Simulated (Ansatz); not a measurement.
The cell of PbSe is invented: 6-connected net, two elements alternating (P6_3/mmc, No. 194). The dimensions are guesses.

```xyz
4
Lattice="3.7677 0.0000 0.0000 -1.8838 3.2629 0.0000 0.0000 0.0000 7.0728" Properties=species:S:1:pos:R:3 pbc="T T T"
Pb    1.8838    1.0876    5.3046
Pb    0.0000    2.1753    1.7682
Se    0.0000    0.0000    0.0000
Se    0.0000    0.0000    3.5364
```

These are results of Ansatz, DFT PBE, scalar-relativistic, plane waves, PAW, not measurements. Cutoff 420 eV, Gaussian smearing, Γ-centred meshes. Cell and atoms relax first on a coarse mesh and then on a converged one. In between, the cell is made exact in the group found at 0.06 Å. The steps can't lower the symmetry of their start. No spin polarisation.

A guess keeps its type if space group and coordination stay and the shape of the cell changes little (axis ratios within about 15 %, angles within 6°); the volume may change.

Task: Will the relaxed cell still be of the starting type?

Result: It keeps its type. The symmetry stays P6_3/mmc (No. 194). The end has the anti-nickel arsenide type. The volume per atom grows by 38.9 %, from 21.7 to 30.2 Å³. The shortest distance goes from 2.80 Å (Pb–Se) to 3.12 Å (Pb–Se). The ratio c/a of the conventional cell changes by a factor of 0.95. Counting neighbours within 15 % of an atom's shortest distance, the start has Pb 6, Se 6 and the end Pb 6, Se 6.

Formation energies are uncorrected and refer to the elements' standard structures at the same level.

Task: At what energy does it end?

Result: −0.481 eV/atom. Whether it is stable depends on the other phases of the system, which aren't compared here.

The last run used a 9×9×6 mesh (in the run's order of axes) for its 4-atom cell and Gaussian smearing of 0.01 eV. Spin–orbit coupling, which can matter for Pb, is left out. The reference form of Se is held partly by dispersion forces, which this level lacks. A later test with randomly moved atoms led to a structure 7 meV/atom lower, so this end is a saddle point or a shallow minimum.
